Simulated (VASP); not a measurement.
# WS2 in VASP: a series of runs

One slab, WS2, is run at these levels: PBE; tasks: single point.

Program: VASP 6.6.1. These are calculated values, not measurements. Logs are shortened: lines on timing, memory, paths and dates and some standing lists are left out, and cuts for length are marked.

**1. The structure**

The cell holds a slab with vacuum, 12 atoms: a = 3.183 Å, b = 3.183 Å, c = 45.287 Å, α = 90.00°, β = 90.00°, γ = 120.00°.

**2. Single point, PBE**

Contents of INCAR:

```
SYSTEM = WS2
ALGO = Normal
DIPOL = 0.5 0.5 0.500
EDIFF = 1E-7
ENCUT = 280
GGA = PE
IDIPOL = 3
ISIF = 2
ISMEAR = 0
LASPH = .True.
LCHARG = .False.
LDIPOL = .True.
LREAL = .False.
LVACPOTAV = .True.
LVHAR = .True.
LWAVE = .False.
NBANDS = 72
NELM = 120
PREC = Accurate
SIGMA = 0.05
```

Contents of KPOINTS:

```
k-points
0
Gamma
  3 3 1
  0 0 0
```

Contents of POSCAR:

```
WS2
1.0
    3.1832085601      0.0000000000      0.0000000000
   -1.5916042801      2.7567394787      0.0000000000
    0.0000000000      0.0000000000     45.2869860272
S W
8 4
Direct
    0.3333333300      0.6666666600      0.1324883929
    0.3333333300      0.6666666600      0.2013419843
    0.6666666700      0.3333333400      0.2760186147
    0.6666666700      0.3333333400      0.3448722061
    0.3333333300      0.6666666600      0.6551277939
    0.3333333300      0.6666666600      0.7239813853
    0.6666666700      0.3333333400      0.7986580157
    0.6666666700      0.3333333400      0.8675116071
    0.6666666700      0.3333333400      0.1669127427
    0.3333333300      0.6666666600      0.3104478564
    0.6666666700      0.3333333400      0.6895521436
    0.3333333300      0.6666666600      0.8330872573
```

Potentials or basis: VASP PAW PBE potentials, release 64 (S, W_sv).

Run with:

```console
cat potpaw_PBE.64/S/POTCAR potpaw_PBE.64/W_sv/POTCAR > POTCAR
mpirun -np 1 vasp_std > vasp.out
```

OUTCAR:

```text
SYSTEM = WS2
   EDIFF = 1E-7
   ENCUT = 280
   GGA = PE
   ISIF = 2
   ISMEAR = 0
   LASPH = .True.
   LREAL = .False.
   NELM = 120
   PREC = Accurate

 Found      3 irreducible k-points:

 Following reciprocal coordinates:
            Coordinates               Weight
  0.000000  0.000000  0.000000      1.000000
  0.333333  0.000000  0.000000      6.000000
  0.333333  0.333333  0.000000      2.000000
   k-points           NKPTS =      3   k-points in BZ     NKDIM =      3   number of bands    NBANDS=     72
   number of dos      NEDOS =    301   number of ions     NIONS =     12
   total plane-waves  NPLWV =  81000
   dimension x,y,z NGX =    18 NGY =   18 NGZ =  250
   dimension x,y,z NGXF=    36 NGYF=   36 NGZF=  500
   ions per type =               8   4
   NGX,Y,Z   is equivalent  to a cutoff of   9.40,  9.40,  9.18 a.u.
   NGXF,Y,Z  is equivalent  to a cutoff of  18.80, 18.80, 18.35 a.u.
 SYSTEM =  WS2
   PREC   = accura    normal or accurate (medium, high low for compatibility)
   ISTART =      0    job   : 0-new  1-cont  2-samecut
   ICHARG =      2    charge: 1-file 2-atom 10-const
   ISPIN  =      1    spin polarized calculation?
   LNONCOLLINEAR =      F non collinear calculations
   LSORBIT =      F    spin-orbit coupling
   LASPH  =      T    aspherical Exc in radial PAW
   ENCUT  =  280.0 eV  20.58 Ry    4.54 a.u.   4.34  4.34 61.79*2*pi/ulx,y,z
   NELM   =    120;   NELMIN=  2; NELMDL= -5     # of ELM steps
   EDIFF  = 0.1E-06   stopping-criterion for ELM
   LREAL  =      F    real-space projection
   EDIFFG = 0.1E-05   stopping-criterion for IOM
   NSW    =      0    number of steps for IOM
   IBRION =     -1    ionic relax: 0-MD 1-quasi-New 2-CG
   NFREE  =      0    steps in history (QN), initial steepest desc. (CG)
   ISIF   =      2    stress and relaxation
   ISYM   =      2    0-nonsym 1-usesym 2-fastsym
   POTIM  = 0.5000    time-step for ionic-motion
   TEBEG  =    0.0;   TEEND  =   0.0 temperature during run
   PSTRESS=    0.0 pullay stress
   NELECT =     104.0000    total number of electrons
   NUPDOWN=      -1.0000    fix difference up-down
   EMIN   =  10.00;   EMAX   =-10.00  energy-range for DOS
   EFERMI =   0.00;   METHOD = LEGACY
   ISMEAR =     0;   SIGMA  =   0.05  broadening in eV -4-tet -1-fermi 0-gaus
   EFERMI_NEDOS =   21; number of points for ismear=-14 and -15
   IALGO  =     38    algorithm
   IMIX   =      4    mixing-type and parameters
     AMIX     =   0.40;   BMIX     =  1.00
     AMIX_MAG =   1.60;   BMIX_MAG =  1.00
  volume/ion in A,a.u.               =      33.12       223.49
  Fermi-wavevector in a.u.,A,eV,Ry     =   1.047148  1.978822 14.919032  1.096518
  Thomas-Fermi vector in A             =   2.182015
   LORBIT       =      0    0 simple, 1 ext, 2 COOP (PROOUT), +10 PAW based schemes
   GGA     = PE    functional components
   LHFCALC =     F    Hartree Fock is set to
   AEXX    =    0.0000 exact exchange contribution
   IVDW    =     0    specifies the selected vdW correction
   LEPSILON=     F    determine dielectric tensor
   LRPA    =     F    only Hartree local field effects (RPA)
 non-spin polarized calculation
 Gauss-broadening in eV      SIGMA  =   0.05
  energy-cutoff  :      280.00
  volume of cell :      397.41
 maximum number of plane-waves:      4329
 NGX is ok and might be reduce to    18
   NGX =  9   NGY =  9   NGZ =123

 dipolmoment           0.000000      0.000000     -0.000000 electrons x Angstroem

 number of electron     104.0000036 magnetization

 dipolmoment           0.000000      0.000000      0.000000 electrons x Angstroem

 Free energy of the ion-electron system (eV)
  ---------------------------------------------------
  ext. energy  EPLUGINS =         0.00000000
  ---------------------------------------------------
  free energy    TOTEN  =       -94.46662246 eV

  energy without entropy =      -94.46662246  energy(sigma->0) =      -94.46662246

 E-fermi :   1.5807     XC(G=0):  -6.4180

 val. band max:        1.3215780142   @ k =   0.0000   0.0000   0.0000
 cond. band min:       2.8499060708   @ k =   0.3333   0.3333   0.0000
 fundamental gap:      1.5283280566
 Fermi energy:         1.5806753783

 k-point     1 :       0.0000    0.0000    0.0000
  band No.  band energies     occupation
      1     -72.8816      2.00000
      2     -72.8813      2.00000
      3     -72.8813      2.00000
      4     -72.8812      2.00000
      5     -37.2017      2.00000
      6     -37.2016      2.00000
      7     -37.2014      2.00000
      8     -37.2014      2.00000
      9     -36.9661      2.00000
     10     -36.9661      2.00000
     11     -36.9661      2.00000
     12     -36.9661      2.00000
     13     -36.9660      2.00000
     14     -36.9660      2.00000
     15     -36.9660      2.00000
     16     -36.9660      2.00000
     17     -13.8094      2.00000
     18     -13.8094      2.00000
     19     -13.7535      2.00000
     20     -13.7535      2.00000
     21     -12.1850      2.00000
     22     -12.1850      2.00000
     23     -12.0760      2.00000
     24     -12.0760      2.00000
     25      -5.5239      2.00000
     26      -5.5238      2.00000
     27      -5.2038      2.00000
     28      -5.2038      2.00000
     29      -1.8420      2.00000
     30      -1.8420      2.00000
     31      -1.8419      2.00000
     32      -1.8419      2.00000
     33      -1.8388      2.00000
     34      -1.8388      2.00000
     35      -1.8387      2.00000
     36      -1.8387      2.00000
     37      -1.4748      2.00000
     38      -1.4746      2.00000
     39      -0.7061      2.00000
     40      -0.7060      2.00000
     41      -0.6453      2.00000
     42      -0.6453      2.00000
     43      -0.6452      2.00000
     44      -0.6452      2.00000
     45      -0.6336      2.00000
     46      -0.6336      2.00000
     47      -0.6333      2.00000
     48      -0.6333      2.00000
     49       0.8468      2.00000
     50       0.8472      2.00000
     51       1.3215      2.00000
     52       1.3216      2.00000
     53       3.9097      0.00000
     54       3.9097      0.00000
     55       3.9098      0.00000
     56       3.9098      0.00000
     57       3.9127      0.00000
     58       3.9127      0.00000
     59       3.9129      0.00000
     60       3.9129      0.00000
     61       4.0778      0.00000
     62       4.0778      0.00000
     63       4.0781      0.00000
     64       4.0781      0.00000

 k-point     2 :       0.3333    0.0000    0.0000
  band No.  band energies     occupation
      1     -72.8685      2.00000
      2     -72.8685      2.00000
      3     -72.8684      2.00000
      4     -72.8683      2.00000
      5     -37.2179      2.00000
      6     -37.2178      2.00000
      7     -37.2178      2.00000
      8     -37.2177      2.00000
      9     -37.1554      2.00000
     10     -37.1554      2.00000
     11     -37.1554      2.00000
     12     -37.1553      2.00000
     13     -37.0252      2.00000
     14     -37.0251      2.00000
     15     -37.0251      2.00000
     16     -37.0250      2.00000
     17     -12.3352      2.00000
     18     -12.3352      2.00000
     19     -12.2889      2.00000
     20     -12.2889      2.00000
     21     -11.6384      2.00000
     22     -11.6384      2.00000
     23     -11.5798      2.00000
     24     -11.5798      2.00000
     25      -4.8313      2.00000
     26      -4.8312      2.00000
     27      -4.7356      2.00000
     28      -4.7356      2.00000
     29      -3.7025      2.00000
     30      -3.7024      2.00000
     31      -3.5246      2.00000
     32      -3.5246      2.00000
     33      -3.4912      2.00000
     34      -3.4911      2.00000
     35      -3.3441      2.00000
     36      -3.3440      2.00000
     37      -2.0995      2.00000
     38      -2.0992      2.00000
     39      -2.0812      2.00000
     40      -2.0810      2.00000
     41      -1.0243      2.00000
     42      -1.0241      2.00000
     43      -0.8109      2.00000
     44      -0.8107      2.00000
     45      -0.6473      2.00000
     46      -0.6473      2.00000
     47      -0.6180      2.00000
     48      -0.6178      2.00000
     49      -0.1862      2.00000
     50      -0.1862      2.00000
     51      -0.1038      2.00000
     52      -0.1037      2.00000
     53       3.5272      0.00000
     54       3.5273      0.00000
     55       3.6325      0.00000
     56       3.6326      0.00000
     57       3.6737      0.00000
     58       3.6739      0.00000
     59       3.8210      0.00000
     60       3.8211      0.00000
     61       4.5926      0.00000
     62       4.5929      0.00000
     63       4.8942      0.00000
     64       4.8943      0.00000

 k-point     3 :       0.3333    0.3333    0.0000
  band No.  band energies     occupation
      1     -72.8622      2.00000
      2     -72.8622      2.00000
      3     -72.8620      2.00000
      4     -72.8620      2.00000
      5     -37.2161      2.00000
      6     -37.2161      2.00000
      7     -37.2160      2.00000
      8     -37.2160      2.00000
      9     -37.1818      2.00000
     10     -37.1818      2.00000
     11     -37.1818      2.00000
     12     -37.1817      2.00000
     13     -37.1322      2.00000
     14     -37.1322      2.00000
     15     -37.1321      2.00000
     16     -37.1321      2.00000
     17     -11.3488      2.00000
     18     -11.3488      2.00000
     19     -11.3488      2.00000
     20     -11.3488      2.00000
     21     -11.2359      2.00000
     22     -11.2359      2.00000
     23     -11.2359      2.00000
     24     -11.2359      2.00000
     25      -4.7916      2.00000
     26      -4.7915      2.00000
     27      -4.7506      2.00000
     28      -4.7505      2.00000
     29      -4.3854      2.00000
     30      -4.3854      2.00000
     31      -4.3853      2.00000
     32      -4.3853      2.00000
     33      -3.5181      2.00000
     34      -3.5181      2.00000
     35      -3.4541      2.00000
     36      -3.4540      2.00000
     37      -2.9301      2.00000
     38      -2.9301      2.00000
     39      -2.9300      2.00000
     40      -2.9300      2.00000
     41      -2.2577      2.00000
     42      -2.2577      2.00000
     43      -2.2575      2.00000
     44      -2.2575      2.00000
     45      -1.3623      2.00000
     46      -1.3623      2.00000
     47      -1.3621      2.00000
     48      -1.3621      2.00000
     49       1.0441      2.00000
     50       1.0441      2.00000
     51       1.1002      2.00000
     52       1.1003      2.00000
     53       2.8499      0.00000
     54       2.8499      0.00000
     55       2.8499      0.00000
     56       2.8499      0.00000
     57       4.2071      0.00000
     58       4.2076      0.00000
     59       4.6072      0.00000
     60       4.6073      0.00000
     61       5.1351      0.00000
     62       5.1351      0.00000
     63       5.1351      0.00000
     64       5.1351      0.00000
 [bands above 64 left out]

------------------------ aborting loop because EDIFF is reached ----------------------------------------

  FORCE on cell =-STRESS in cart. coord.  units (eV):
  Direction    XX          YY          ZZ          XY          YZ          ZX
  --------------------------------------------------------------------------------------
  -------------------------------------------------------------------------------------
  Total        1.4480291      1.4480291      0.7540169     -0.0000000      0.0000000     -0.0000000
  in kB        5.8378596      5.8378596      3.0398870     -0.0000000      0.0000000     -0.0000000
  external PRESSURE =       4.9052021 kB  Pullay stress =       0.0000000 kB

 VOLUME and BASIS-vectors are now :
 -----------------------------------------------------------------------------
  energy-cutoff  :      280.00
  volume of cell :      397.41
      direct lattice vectors                 reciprocal lattice vectors
     3.183208560  0.000000000  0.000000000     0.314148439  0.181373686  0.000000000
    -1.591604280  2.756739479  0.000000000     0.000000000  0.362747372  0.000000000
     0.000000000  0.000000000 45.286986027     0.000000000  0.000000000  0.022081399

 POSITION                                       TOTAL-FORCE (eV/Angst)
 -----------------------------------------------------------------------------------
     -0.00000      1.83783      6.00000        -0.000000      0.000000     -0.108426
     -0.00000      1.83783      9.11817        -0.000000      0.000000      0.055136
      1.59160      0.91891     12.50005         0.000000     -0.000000     -0.054808
      1.59160      0.91891     15.61822         0.000000     -0.000000      0.107619
     -0.00000      1.83783     29.66876        -0.000000      0.000000     -0.107619
     -0.00000      1.83783     32.78693        -0.000000     -0.000000      0.054808
      1.59160      0.91891     36.16881        -0.000000     -0.000000     -0.055136
      1.59160      0.91891     39.28699         0.000000     -0.000000      0.108426
      1.59160      0.91891      7.55898        -0.000000     -0.000000     -0.035937
     -0.00000      1.83783     14.05925         0.000000     -0.000000      0.035313
      1.59160      0.91891     31.22774        -0.000000     -0.000000     -0.035313
     -0.00000      1.83783     37.72801         0.000000      0.000000      0.035937
 -----------------------------------------------------------------------------------
    total drift:                                0.000000     -0.000000      0.000000

  FREE ENERGIE OF THE ION-ELECTRON SYSTEM (eV)
  ---------------------------------------------------
  free  energy   TOTEN  =       -94.4666224581 eV

  energy  without entropy=      -94.4666224581  energy(sigma->0) =      -94.46662246

 vacuum level on the upper side and lower side of the slab         6.731         6.731
```

Wall time 90 s (1 thread of Intel Xeon Platinum 8259CL at 2.50GHz (Skylake/Cascade Lake), shared host); peak memory 0.27 GiB.

The run converged, but some of its settings lie outside the range that counts as converged, so its numbers aren't taken as properties of the slab.

Results:

* Free energy: -94.4666 eV
* Largest force: 0.108 eV/Å
* Band gap on the k mesh: 1.53 eV, indirect (least direct gap 1.75 eV)
* Ionisation potential of the upper face: 5.41 eV

Caveat: the k mesh is coarse (spacing up to 0.76 Å⁻¹), so the values aren't converged; the cutoff is under 1.25 times the usual one of these potentials, so pressure, stress and relaxed cells hold a basis-set (Pulay) error; spin-orbit coupling is left out, which moves the levels of the heavy elements.

**3. Single point, PBE**

INCAR: that of step 2 with these lines changed.

```diff
@@ -4,3 +4,3 @@
 EDIFF = 1E-7
-ENCUT = 280
+ENCUT = 520
 GGA = PE
```

KPOINTS is that of step 2.

POSCAR is that of step 2.

Potentials or basis: VASP PAW PBE potentials, release 64 (S, W_sv).

Run with:

```console
cat potpaw_PBE.64/S/POTCAR potpaw_PBE.64/W_sv/POTCAR > POTCAR
mpirun -np 1 vasp_std > vasp.out
```

Wall time 3.3 min (1 thread of Intel Xeon Platinum 8259CL at 2.50GHz (Skylake/Cascade Lake), shared host); peak memory 0.48 GiB.

These settings aren't checked as converged: the numbers below hold their error.

What came out:

* Free energy: -94.5466 eV
* Largest force: 0.095 eV/Å
* Band gap on the k mesh: 1.53 eV, indirect (least direct gap 1.75 eV)
* Ionisation potential of the upper face: 5.41 eV

Caveat: the k mesh is coarse (spacing up to 0.76 Å⁻¹), so the values aren't converged; spin-orbit coupling is left out, which moves the levels of the heavy elements.

**4. Single point, PBE**

This run uses another cell than the first one, of 27.27 Å³/atom, 0.823 times its volume.

INCAR: that of step 3 with these lines changed.

```diff
@@ -4,3 +4,3 @@
 EDIFF = 1E-7
-ENCUT = 520
+ENCUT = 460
 GGA = PE
```

Contents of KPOINTS:

```
k-points
0
Gamma
  8 8 1
  0 0 0
```

Contents of POSCAR:

```
WS2
1.0
    3.1832085601      0.0000000000      0.0000000000
   -1.5916042801      2.7567394787      0.0000000000
    0.0000000000      0.0000000000     37.2869860272
S W
8 4
Direct
    0.3333333300      0.6666666600      0.0536380173
    0.3333333300      0.6666666600      0.1372642891
    0.6666666700      0.3333333400      0.2279629451
    0.6666666700      0.3333333400      0.3115892169
    0.3333333300      0.6666666600      0.6884107831
    0.3333333300      0.6666666600      0.7720370549
    0.6666666700      0.3333333400      0.8627357109
    0.6666666700      0.3333333400      0.9463619827
    0.6666666700      0.3333333400      0.0954481824
    0.3333333300      0.6666666600      0.2697790517
    0.6666666700      0.3333333400      0.7302209483
    0.3333333300      0.6666666600      0.9045518176
```

Run with:

```console
cat potpaw_PBE.64/S/POTCAR potpaw_PBE.64/W_sv/POTCAR > POTCAR
mpirun -np 1 vasp_std > vasp.out
```

Run time: 6.5 min. Hardware: 1 thread of Intel Xeon Platinum 8259CL at 2.50GHz (Skylake/Cascade Lake), shared host; peak memory 0.47 GiB.

These settings aren't checked as converged: the numbers below hold their error.

What came out:

* Free energy: -94.6674 eV
* Largest force: 0.275 eV/Å
* Band gap on the k mesh: 1.62 eV, indirect (least direct gap 2.22 eV)

Caveat: spin-orbit coupling is left out, which moves the levels of the heavy elements.

**5. Single point, PBE**

This run uses another cell than the first one, of 28.73 Å³/atom, 0.868 times its volume.

INCAR is that of step 4.

KPOINTS is that of step 4.

Contents of POSCAR:

```
WS2
1.0
    3.1832085601      0.0000000000      0.0000000000
   -1.5916042801      2.7567394787      0.0000000000
    0.0000000000      0.0000000000     39.2869860272
S W
8 4
Direct
    0.3333333300      0.6666666600      0.0763611644
    0.3333333300      0.6666666600      0.1557302366
    0.6666666700      0.3333333400      0.2418116560
    0.6666666700      0.3333333400      0.3211807281
    0.3333333300      0.6666666600      0.6788192719
    0.3333333300      0.6666666600      0.7581883440
    0.6666666700      0.3333333400      0.8442697634
    0.6666666700      0.3333333400      0.9236388356
    0.6666666700      0.3333333400      0.1160428810
    0.3333333300      0.6666666600      0.2814990115
    0.6666666700      0.3333333400      0.7185009885
    0.3333333300      0.6666666600      0.8839571190
```

Run with:

```console
cat potpaw_PBE.64/S/POTCAR potpaw_PBE.64/W_sv/POTCAR > POTCAR
mpirun -np 1 vasp_std > vasp.out
```

It took 7.1 min on 1 thread of Intel Xeon Platinum 8259CL at 2.50GHz (Skylake/Cascade Lake), shared host; peak memory 0.48 GiB.

The run converged, but some of its settings lie outside the range that counts as converged, so its numbers aren't taken as properties of the slab.

Results:

```yaml
Free_energy: -94.6642 eV
Largest_force: 0.276 eV/Å
Band_gap_on_the_k_mesh: 1.72 eV, indirect (least direct gap 2.23 eV)
```

Caveat: spin-orbit coupling is left out, which moves the levels of the heavy elements.
